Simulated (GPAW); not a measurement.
# Ti (P6/mmm) in GPAW: settings compared

One crystal, Ti, is run at these levels: PBE, PBEsol+D4; tasks: single point, relaxation of cell and atoms.

Program: GPAW 26.7.0. These are calculated values, not measurements. Logs are shortened: lines on timing, memory, paths and dates and some standing lists are left out, and cuts for length are marked. The log counts tension as positive stress, the text compression.

**1. The crystal as given**

Symmetry: P6/mmm, No. 191, hexagonal system. Conventional cell: a = 4.567 Å, b = 4.567 Å, c = 2.826 Å, α = 90.00°, β = 90.00°, γ = 120.00°. Ti (site symmetry -6m2) is surrounded by 11 Ti at 2.64 to 2.99 Å. Around Ti (site symmetry 6/mmm) lie 14 Ti at 2.83 to 2.99 Å.

This isn't the form of Ti at room conditions, which is hcp.

**2. Single point, PBE**

Contents of run.py:

```python
from ase.dft.bandgap import bandgap
from ase.io import read, write
from ase.units import GPa
from gpaw import GPAW, PW

atoms = read('Ti.cif')

calc = GPAW(mode=PW(700),
            xc='PBE',
            kpts={'size': (5, 5, 7), 'gamma': True},
            occupations={'name': 'fermi-dirac', 'width': 0.05},
            nbands=34,
            convergence={'density': 1e-05, 'energy': 1e-05},
            maxiter=75,
            txt='gpaw.txt')
atoms.calc = calc
energy = atoms.get_potential_energy()
forces = atoms.get_forces()
stress = atoms.get_stress()
calc.write('gs.gpw')
write('result.traj', atoms)
print(f'Energy: {energy:.6f} eV')
print('Forces (eV/A):')
print(forces.round(4))
print('Stress (GPa):', (stress / GPa).round(3))
print('Fermi level:', round(calc.get_fermi_level(), 4), 'eV')
print(f'Gap: {bandgap(calc)[0]:.4f} eV, direct: {bandgap(calc, direct=True)[0]:.4f} eV')
```

Contents of Ti.cif:

```cif
data_Ti
_cell_length_a 4.56737483
_cell_length_b 4.56737483
_cell_length_c 2.82624427
_cell_angle_alpha 90.00000000
_cell_angle_beta 90.00000000
_cell_angle_gamma 120.00000000
_space_group_name_H-M_alt 'P6/mmm'
_space_group_name_Hall '-P 6 2'
_space_group_IT_number 191
loop_
_space_group_symop_operation_xyz
'x,y,z'
'-x,-y,-z'
'x-y,x,z'
'-x+y,-x,-z'
'-y,x-y,z'
'y,-x+y,-z'
'-x,-y,z'
'x,y,-z'
'-x+y,-x,z'
'x-y,x,-z'
'y,-x+y,z'
'-y,x-y,-z'
'-y,-x,-z'
'y,x,z'
'-x,-x+y,-z'
'x,x-y,z'
'-x+y,y,-z'
'x-y,-y,z'
'y,x,-z'
'-y,-x,z'
'x,x-y,-z'
'-x,-x+y,z'
'x-y,-y,-z'
'-x+y,y,z'
loop_
_atom_site_label
_atom_site_type_symbol
_atom_site_symmetry_multiplicity
_atom_site_Wyckoff_symbol
_atom_site_fract_x
_atom_site_fract_y
_atom_site_fract_z
_atom_site_occupancy
Ti1 Ti 2 d 0.6666666667 0.3333333333 0.5000000000 1
Ti2 Ti 1 a 0.0000000000 0.0000000000 0.0000000000 1
```

Potentials or basis: GPAW PAW data sets (gpaw-data 1.2.1), pw.

The run is started by

```sh
> OMP_NUM_THREADS=1 python run.py
```

gpaw.txt:

```text
__  _  _
 | _ |_)|_||  |
 |__||  | ||/\| - 26.7.0

Input parameters:
  mode=PW(ecut=700.0),
  convergence={'density': 1e-05, 'energy': 1e-05},
  kpts=MonkhorstPack(size=(5, 5, 7), gamma=True),
  maxiter=75,
  nbands=34,
  occupations=Occupations(name='fermi-dirac', width=0.05),
  xc=XC(name='PBE')

Diagonalizing LCAO Hamiltonian
Converting LCAO to pw mode

         Ti
             Ti

       Ti

Atoms  # Å, Bohr magnetons
|   | symbol |         x |        y |        z |    initial magnetic moments |
|---|--------|-----------|----------|----------|-----------------------------|
| 0 |     Ti |  2.283687 | 1.318488 | 1.413122 | ( 0.0000,  0.0000,  0.0000) |
| 1 |     Ti | -0.000000 | 2.636975 | 1.413122 | ( 0.0000,  0.0000,  0.0000) |
| 2 |     Ti |  0.000000 | 0.000000 | 0.000000 | ( 0.0000,  0.0000,  0.0000) |

Unit cell  # Å
| periodic |         x |        y |        z |  lengths |     angles |
|----------|-----------|----------|----------|----------|------------|
|      yes |  4.567375 | 0.000000 | 0.000000 | 4.567375 |  90.000000 |
|      yes | -2.283687 | 3.955463 | 0.000000 | 4.567375 |  90.000000 |
|      yes |  0.000000 | 0.000000 | 2.826244 | 2.826244 | 120.000000 |

Number of symmetries: 24
Symmetry operations  # r_c * U_cc + t_c -> r_c
|    | kind |            matrix            |
|----|------|------------------------------|
|  0 |  σ   |  1, 1, 0,  0,-1, 0,  0, 0, 1 |
|  1 |  C2  |  1, 1, 0,  0,-1, 0,  0, 0,-1 |
|  2 |  C6  |  1, 1, 0, -1, 0, 0,  0, 0, 1 |
|  3 |  S6  |  1, 1, 0, -1, 0, 0,  0, 0,-1 |
|  4 |  E   |  1, 0, 0,  0, 1, 0,  0, 0, 1 |
|  5 |  σ   |  1, 0, 0,  0, 1, 0,  0, 0,-1 |
|  6 |  σ   |  1, 0, 0, -1,-1, 0,  0, 0, 1 |
|  7 |  C2  |  1, 0, 0, -1,-1, 0,  0, 0,-1 |
|  8 |  σ   |  0, 1, 0,  1, 0, 0,  0, 0, 1 |
|  9 |  C2  |  0, 1, 0,  1, 0, 0,  0, 0,-1 |
| 10 |  C3  |  0, 1, 0, -1,-1, 0,  0, 0, 1 |
| 11 |  S3  |  0, 1, 0, -1,-1, 0,  0, 0,-1 |
| 12 |  C6  |  0,-1, 0,  1, 1, 0,  0, 0, 1 |
| 13 |  S6  |  0,-1, 0,  1, 1, 0,  0, 0,-1 |
| 14 |  σ   |  0,-1, 0, -1, 0, 0,  0, 0, 1 |
| 15 |  C2  |  0,-1, 0, -1, 0, 0,  0, 0,-1 |
| 16 |  σ   | -1, 0, 0,  1, 1, 0,  0, 0, 1 |
| 17 |  C2  | -1, 0, 0,  1, 1, 0,  0, 0,-1 |
| 18 |  C2  | -1, 0, 0,  0,-1, 0,  0, 0, 1 |
| 19 |  i   | -1, 0, 0,  0,-1, 0,  0, 0,-1 |
| 20 |  C3  | -1,-1, 0,  1, 0, 0,  0, 0, 1 |
| 21 |  S3  | -1,-1, 0,  1, 0, 0,  0, 0,-1 |
| 22 |  σ   | -1,-1, 0,  0, 1, 0,  0, 0, 1 |
| 23 |  C2  | -1,-1, 0,  0, 1, 0,  0, 0,-1 |

BZ-sampling:
  Number of BZ points: 175
  Number of IBZ points: 20

  Monkhorst-Pack size: [5, 5, 7]
  Monkhorst-Pack shift: [0, 0, 0]

K-points  # in reciprocal-cell coordinates
|     |                                coordinates |     weight |
|-----|--------------------------------------------|------------|
|   0 | (  0.00000000,   0.00000000,   0.00000000) | 0.00571429 |
|   1 | (  0.00000000,   0.00000000,   0.14285714) | 0.01142857 |
|   2 | (  0.00000000,   0.00000000,   0.28571429) | 0.01142857 |
|   3 | (  0.00000000,   0.00000000,   0.42857143) | 0.01142857 |
|   4 | (  0.20000000,   0.00000000,   0.00000000) | 0.03428571 |
|   5 | (  0.20000000,   0.00000000,   0.14285714) | 0.06857143 |
|   6 | (  0.20000000,   0.00000000,   0.28571429) | 0.06857143 |
|   7 | (  0.20000000,   0.00000000,   0.42857143) | 0.06857143 |
|   8 | (  0.40000000,  -0.20000000,   0.00000000) | 0.03428571 |
|   9 | (  0.40000000,  -0.20000000,   0.14285714) | 0.06857143 |
| ... |                                            |            |
|  19 | (  0.40000000,   0.40000000,   0.42857143) | 0.06857143 |

Plane wave coefficients: 2160
Cutoff: 700.0 eV

Spin-components: 1 (collinear spins)
Bands:           34
Projectors:      18
Spin-degeneracy: 2
Datatype:        complex128

Parallelization:
  kpt:    1
  domain: 1
  band:   1

Density:
  Valence electrons: 36.0
  Components: 1
  Grid points: [28 28 18]
  Charge: 0.0  # |e|

Potential:
  Grid points: [28 28 18]

species:
  Ti:
    name:    Titanium
    Z:       22.0
    valence: 12
    core:    10
    charge:  0.0  # [|e|]
    compensation charges:
      type: gauss
      rc: 0.38  # [Å]
      lmax: 2
    cutoffs:
      filter: 2.23  # [Å]
      core: 1.02  # [Å]
    projectors
    | kind |    occ | energy [eV] | rcut [Å] |
    |------|--------|-------------|----------|
    |   3s |  2.000 |     -62.623 |    1.270 |
    |   4s |  2.000 |      -4.466 |    1.270 |
    |   3p |  6.000 |     -38.862 |    1.058 |
    |   4p |  0.000 |      -1.466 |    1.058 |
    |   3d |  2.000 |      -4.258 |    1.058 |
    |    d |        |      22.953 |    1.058 |

    Using partial waves for Ti as LCAO basis

Reference energy: -69672.042845  # eV

eigensolver:
  PPCG
  Converge bands: occupied
  niter=2

density mixing:
  MSR1-Mixer
  Pratt-step length: 0.05
  Maximum mixing coefficient: 0.75
  Old densities: 10
  SVD Regularization: 0.005
  Good broyden scale: 1.0
  Trust region scale: 1.0
  Backstep threshold: 4.0
  History deletion threshold: 6.0
  Fourier metric: weight=20.0, sigma=0.015

occupation numbers:
  Fermi-Dirac:
    width: 0.0500  # eV

poisson solver:
  ecut: 5600.0  # eV

xc functional:
  name: PBE with 2 nearest neighbor stencil

convergence criteria:
- Maximum integral of absolute [dens]ity change: 1e-05 electrons / valence electron
- Maximum [total energy] change in last 3 cyles: 1e-05 eV / valence electron
- Maximum integral of absolute [eigenst]ate change: 4e-08 eV^2 / valence electron
maximum number of iterations: 75

SCF iterations
|iter     | |      energy | eigst |  dens |
|---------|-|-------------|-------|-------|
|iter:   1| |  -20.850529 | -0.00 |       |
|iter:   2| |  -20.676406 | -2.36 | -1.23 |
|iter:   3| |  -20.881991 | -0.89 | -1.26 |
|iter:   4| |  -20.249357 | -1.57 | -1.17 |
|iter:   5| |  -20.077763 | -2.53 | -1.38 |
|iter:   6| |  -20.095378 | -2.60 | -1.88 |
|iter:   7| |  -20.077782 | -3.09 | -1.97 |
|iter:   8| |  -20.077293 | -4.14 | -2.60 |
|iter:   9| |  -20.077330 | -5.77 | -3.46 |
|iter:  10| |  -20.077349c| -6.58 | -3.89 |
|iter:  11| |  -20.077349c| -7.76c| -4.57 |
|iter:  12| |  -20.077349c| -7.98c| -5.16c|

Converged in 12 steps
Energy contributions relative to reference atoms: (reference = -69672.042845)

Energy contributions:
  Kinetic:          17.962477
  Coulomb:         -17.014745
  Zero:              0.085238
  External:          0.000000
  Xc:              -21.095908
  Entropy:          -0.028824
  Spinorbit:         0.000000
  ----------------------------
  Free energy:     -20.091761
  Extrapolated:    -20.077349

dipole moment: (-7.280568, -12.610315, -9.010281)  # |e|*Ang

Fermi level: 8.609
Eigenvalues  # (at kpt = [0.000, 0.000, 0.000])
| band index |      eig [eV] | occ [0-2] |
|------------|---------------|-----------|
|          0 |       -48.204 |     2.000 |
|        ... |               |           |
|         10 |       -23.837 |     2.000 |
|         11 |       -23.837 |     2.000 |
|         12 |         2.549 |     2.000 |
|         13 |         6.688 |     2.000 |
|         14 |         7.925 |     2.000 |
|         15 |         7.925 |     2.000 |
|         16 |         8.019 |     2.000 |
|         17 |         8.019 |     2.000 |
|         18 |         8.626 |     0.832 |
|         19 |         9.334 |     0.000 |
|         20 |         9.939 |     0.000 |
|         21 |         9.939 |     0.000 |
|         22 |        10.463 |     0.000 |
|         23 |        10.463 |     0.000 |
|         24 |        10.562 |     0.000 |
|         25 |        10.562 |     0.000 |
|        ... |               |           |
|         33 |        18.150 |     0.000 |

No gap
No difference between direct/indirect transitions

Forces  # eV/Ang
|        x |        y |       z |
|----------|----------|---------|
|  0.00000 |  0.00000 | 0.00000 |  # Ti   0
|  0.00000 | -0.00000 | 0.00000 |  # Ti   1
| -0.00000 |  0.00000 | 0.00000 |  # Ti   2

Stress tensor  # eV/Ang^3
|         x |         y |         z |
|-----------|-----------|-----------|
| -0.002770 |  0.000000 |  0.000000 |
|  0.000000 | -0.002770 |  0.000000 |
|  0.000000 |  0.000000 | -0.004395 |

# Writing to gs.gpw (mode='')
```

stdout:

```text
Energy: -20.077349 eV
Forces (eV/A):
[[ 0.  0.  0.]
 [ 0. -0.  0.]
 [-0.  0.  0.]]
Stress (GPa): [-0.444 -0.444 -0.704  0.     0.     0.   ]
Fermi level: 8.6091 eV
Gap: 0.0000 eV, direct: 0.0000 eV
```

Run time: 40 s. Hardware: 1 thread of Arm Neoverse V1, shared host; peak memory 0.19 GiB.

Results:

```
Free energy            : -20.0918 eV
Pressure               : 0.5 GPa
Band gap on the k mesh : none (metal or under the smearing width)
```

Stress tensor (GPa, compression positive):
```
0.44 0.00 0.00
0.00 0.44 0.00
0.00 0.00 0.70
```

**3. Relaxation of cell and atoms, PBEsol+D4**

Contents of run.py:

```python
from ase.calculators.mixing import SumCalculator
from ase.filters import FrechetCellFilter
from ase.io import read, write
from ase.optimize import BFGS
from dftd4.ase import DFTD4
from gpaw import GPAW, PW, setup_paths

setup_paths.insert(0, '.')

atoms = read('Ti.cif')

calc = GPAW(mode=PW(600),
            xc='PBEsol',
            kpts={'size': (5, 5, 7), 'gamma': True},
            occupations={'name': 'fermi-dirac', 'width': 0.05},
            nbands=34,
            convergence={'density': 1e-05, 'energy': 1e-05},
            maxiter=150,
            txt='gpaw.txt')
atoms.calc = SumCalculator([calc, DFTD4(method='pbesol')])
opt = BFGS(FrechetCellFilter(atoms), trajectory='relax.traj', logfile='-')
done = opt.run(fmax=0.05, steps=40)
calc.write('gs.gpw')
write('result.traj', atoms)
print('Converged:', done)
print('Cell:', atoms.cell.cellpar().round(4))
print('Volume:', round(atoms.get_volume(), 4))
print(atoms.get_scaled_positions().round(5))
```

Contents of Ti.cif:

```cif
data_Ti
_cell_length_a 4.56737483
_cell_length_b 4.56737483
_cell_length_c 2.82624427
_cell_angle_alpha 90.00000000
_cell_angle_beta 90.00000000
_cell_angle_gamma 120.00000000
_space_group_name_H-M_alt 'P1'
_space_group_name_Hall 'P 1'
_space_group_IT_number 1
loop_
_space_group_symop_operation_xyz
'x,y,z'
loop_
_atom_site_label
_atom_site_type_symbol
_atom_site_symmetry_multiplicity
_atom_site_Wyckoff_symbol
_atom_site_fract_x
_atom_site_fract_y
_atom_site_fract_z
_atom_site_occupancy
Ti1 Ti 1 a 0.6666666667 0.3333333333 0.5000000000 1
Ti2 Ti 1 a 0.3333333333 0.6666666667 0.5000000000 1
Ti3 Ti 1 a 0.0000000000 0.0000000000 0.0000000000 1
```

Potentials or basis: PAW data sets generated in the run's folder for this functional, pw.

The run is started by

```sh
> gpaw-setup -f PBEsol Ti
> OMP_NUM_THREADS=1 python run.py
```

gpaw.txt:

```text
__  _  _
 | _ |_)|_||  |
 |__||  | ||/\| - 26.7.0

Input parameters:
  mode=PW(ecut=600.0),
  convergence={'density': 1e-05, 'energy': 1e-05},
  kpts=MonkhorstPack(size=(5, 5, 7), gamma=True),
  maxiter=150,
  nbands=34,
  occupations=Occupations(name='fermi-dirac', width=0.05),
  xc=XC(name='PBEsol')

Diagonalizing LCAO Hamiltonian
Converting LCAO to pw mode

         Ti
             Ti

       Ti

Atoms  # Å, Bohr magnetons
|   | symbol |         x |        y |        z |    initial magnetic moments |
|---|--------|-----------|----------|----------|-----------------------------|
| 0 |     Ti |  2.283687 | 1.318488 | 1.413122 | ( 0.0000,  0.0000,  0.0000) |
| 1 |     Ti | -0.000000 | 2.636975 | 1.413122 | ( 0.0000,  0.0000,  0.0000) |
| 2 |     Ti |  0.000000 | 0.000000 | 0.000000 | ( 0.0000,  0.0000,  0.0000) |

Unit cell  # Å
| periodic |         x |        y |        z |  lengths |     angles |
|----------|-----------|----------|----------|----------|------------|
|      yes |  4.567375 | 0.000000 | 0.000000 | 4.567375 |  90.000000 |
|      yes | -2.283687 | 3.955463 | 0.000000 | 4.567375 |  90.000000 |
|      yes |  0.000000 | 0.000000 | 2.826244 | 2.826244 | 120.000000 |

Number of symmetries: 24
Symmetry operations  # r_c * U_cc + t_c -> r_c
|    | kind |            matrix            |
|----|------|------------------------------|
|  0 |  σ   |  1, 1, 0,  0,-1, 0,  0, 0, 1 |
|  1 |  C2  |  1, 1, 0,  0,-1, 0,  0, 0,-1 |
|  2 |  C6  |  1, 1, 0, -1, 0, 0,  0, 0, 1 |
|  3 |  S6  |  1, 1, 0, -1, 0, 0,  0, 0,-1 |
|  4 |  E   |  1, 0, 0,  0, 1, 0,  0, 0, 1 |
|  5 |  σ   |  1, 0, 0,  0, 1, 0,  0, 0,-1 |
|  6 |  σ   |  1, 0, 0, -1,-1, 0,  0, 0, 1 |
|  7 |  C2  |  1, 0, 0, -1,-1, 0,  0, 0,-1 |
|  8 |  σ   |  0, 1, 0,  1, 0, 0,  0, 0, 1 |
[... 181 lines left out ...]
No gap
No difference between direct/indirect transitions

Stress tensor  # eV/Ang^3
|         x |         y |        z |
|-----------|-----------|----------|
|  0.026530 | -0.000000 | 0.000000 |
| -0.000000 |  0.026530 | 0.000000 |
|  0.000000 |  0.000000 | 0.023237 |

Forces  # eV/Ang
|        x |        y |       z |
|----------|----------|---------|
|  0.00000 | -0.00000 | 0.00000 |  # Ti   0
| -0.00000 | -0.00000 | 0.00000 |  # Ti   1
| -0.00000 |  0.00000 | 0.00000 |  # Ti   2
[... 6 lines left out ...]
       Ti

Atoms  # Å, Bohr magnetons
|   | symbol |         x |        y |         z |    initial magnetic moments |
|---|--------|-----------|----------|-----------|-----------------------------|
| 0 |     Ti |  2.277534 | 1.314935 |  1.409689 | ( 0.0000,  0.0000,  0.0000) |
| 1 |     Ti | -0.000000 | 2.629870 |  1.409689 | ( 0.0000,  0.0000,  0.0000) |
| 2 |     Ti | -0.000000 | 0.000000 | -0.000000 | ( 0.0000,  0.0000,  0.0000) |

Unit cell  # Å
| periodic |         x |         y |         z |  lengths |     angles |
|----------|-----------|-----------|-----------|----------|------------|
|      yes |  4.555068 | -0.000000 |  0.000000 | 4.555068 |  90.000000 |
|      yes | -2.277534 |  3.944805 | -0.000000 | 4.555068 |  90.000000 |
|      yes |  0.000000 |  0.000000 |  2.819377 | 2.819377 | 120.000000 |
[... 192 lines left out ...]
No gap
No difference between direct/indirect transitions

Stress tensor  # eV/Ang^3
|        x |        y |        z |
|----------|----------|----------|
| 0.021354 | 0.000000 | 0.000000 |
| 0.000000 | 0.021354 | 0.000000 |
| 0.000000 | 0.000000 | 0.017843 |

Forces  # eV/Ang
|        x |        y |       z |
|----------|----------|---------|
| -0.00000 | -0.00000 | 0.00000 |  # Ti   0
|  0.00000 |  0.00000 | 0.00000 |  # Ti   1
|  0.00000 |  0.00000 | 0.00000 |  # Ti   2
[... 6 lines left out ...]
       Ti

Atoms  # Å, Bohr magnetons
|   | symbol |         x |         y |         z |    initial magnetic moments |
|---|--------|-----------|-----------|-----------|-----------------------------|
| 0 |     Ti |  2.246581 |  1.297064 |  1.392888 | ( 0.0000,  0.0000,  0.0000) |
| 1 |     Ti | -0.000000 |  2.594129 |  1.392888 | ( 0.0000,  0.0000,  0.0000) |
| 2 |     Ti |  0.000000 | -0.000000 | -0.000000 | ( 0.0000,  0.0000,  0.0000) |

Unit cell  # Å
| periodic |         x |         y |         z |  lengths |     angles |
|----------|-----------|-----------|-----------|----------|------------|
|      yes |  4.493162 | -0.000000 | -0.000000 | 4.493162 |  90.000000 |
|      yes | -2.246581 |  3.891193 | -0.000000 | 4.493162 |  90.000000 |
|      yes | -0.000000 |  0.000000 |  2.785776 | 2.785776 | 120.000000 |
[... 194 lines left out ...]
No gap
No difference between direct/indirect transitions

Stress tensor  # eV/Ang^3
|         x |         y |         z |
|-----------|-----------|-----------|
| -0.007013 | -0.000000 |  0.000000 |
| -0.000000 | -0.007013 |  0.000000 |
|  0.000000 |  0.000000 | -0.011364 |

Forces  # eV/Ang
|       x |        y |       z |
|---------|----------|---------|
| 0.00000 | -0.00000 | 0.00000 |  # Ti   0
| 0.00000 |  0.00000 | 0.00000 |  # Ti   1
| 0.00000 |  0.00000 | 0.00000 |  # Ti   2

Interpolating wave functions to new cell

         Ti
             Ti

       Ti

Atoms  # Å, Bohr magnetons
|   | symbol |         x |         y |         z |    initial magnetic moments |
|---|--------|-----------|-----------|-----------|-----------------------------|
| 0 |     Ti |  2.247328 |  1.297495 |  1.393740 | ( 0.0000,  0.0000,  0.0000) |
| 1 |     Ti | -0.000000 |  2.594991 |  1.393740 | ( 0.0000,  0.0000,  0.0000) |
| 2 |     Ti |  0.000000 | -0.000000 | -0.000000 | ( 0.0000,  0.0000,  0.0000) |

Unit cell  # Å
| periodic |         x |         y |         z |  lengths |     angles |
|----------|-----------|-----------|-----------|----------|------------|
|      yes |  4.494656 | -0.000000 | -0.000000 | 4.494656 |  90.000000 |
|      yes | -2.247328 |  3.892486 |  0.000000 | 4.494656 |  90.000000 |
|      yes | -0.000000 |  0.000000 |  2.787481 | 2.787481 | 120.000000 |
[... 191 lines left out ...]
No gap
No difference between direct/indirect transitions

Stress tensor  # eV/Ang^3
|         x |         y |         z |
|-----------|-----------|-----------|
| -0.006148 | -0.000000 |  0.000000 |
| -0.000000 | -0.006148 |  0.000000 |
|  0.000000 |  0.000000 | -0.010072 |

Forces  # eV/Ang
|        x |        y |       z |
|----------|----------|---------|
|  0.00000 | -0.00000 | 0.00000 |  # Ti   0
| -0.00000 |  0.00000 | 0.00000 |  # Ti   1
|  0.00000 |  0.00000 | 0.00000 |  # Ti   2

# Writing to gs.gpw (mode='')
```

stdout:

```text
Step          Energy          fmax
BFGS:    0      -21.888832        0.566604
BFGS:    1      -21.898459        0.476465
BFGS:    2      -21.913881        0.064341
BFGS:    3      -21.914277        0.043692
Converged: True
Cell: [  4.4947   4.4947   2.7875  90.      90.     120.    ]
Volume: 48.768
[[0.66667 0.33333 0.5    ]
 [0.33333 0.66667 0.5    ]
 [0.      0.      0.     ]]
```

It took 97 s on 1 thread of Arm Neoverse V1, shared host; peak memory 0.22 GiB.

Results:

```
Free energy                            : -21.9281 eV
Relaxed volume                         : 16.26 Å³/atom
Relaxed cell                           : a = 4.495 Å, b = 4.495 Å, c = 2.787 Å, α = 90.00°, β = 90.00°, γ = 120.00°
Space group after relaxing (to 0.05 Å) : P6/mmm (No. 191)
Energy gained by relaxing              : 8.5 meV/atom
Ionic steps                            : 4
Pressure after relaxing                : 0.0 GPa
Band gap on the k mesh                 : none (metal or under the smearing width)
Dispersion energy per atom             : -0.125 eV
```

Stress tensor (GPa, compression positive):
```
-0.20  0.00  0.00
 0.00 -0.20  0.00
 0.00  0.00  0.43
```

The path:
```csv
step,energy change (eV),largest force (eV/Å),pressure (GPa),volume (Å³)
1,0.0000,0.0000,-5.16,51.06
2,-0.0096,0.0000,-4.33,50.66
3,-0.0250,0.0000,0.17,48.71
4,-0.0254,0.0000,0.01,48.77
```

Final structure:
```
CELL_PARAMETERS angstrom
4.49466 0.00000 0.00000
-2.24733 3.89249 0.00000
0.00000 0.00000 2.78748
ATOMIC_POSITIONS crystal
Ti 0.66667 0.33333 0.50000
Ti 0.33333 0.66667 0.50000
Ti 0.00000 0.00000 0.00000
```

Levels at points of the mesh, in eV from the Fermi level:
```tsv
k point	band 14	band 15	band 16	band 17	band 18	band 19	band 20	band 21	band 22	band 23
(0.00, 0.00, 0.00)	-2.07	-0.70	-0.70	-0.60	-0.60	0.03	0.75	1.38	1.38	1.93
```

Caveat: later steps reuse the first step's grids; pairwise dispersion overbinds metals, which lowers pressure and volume.
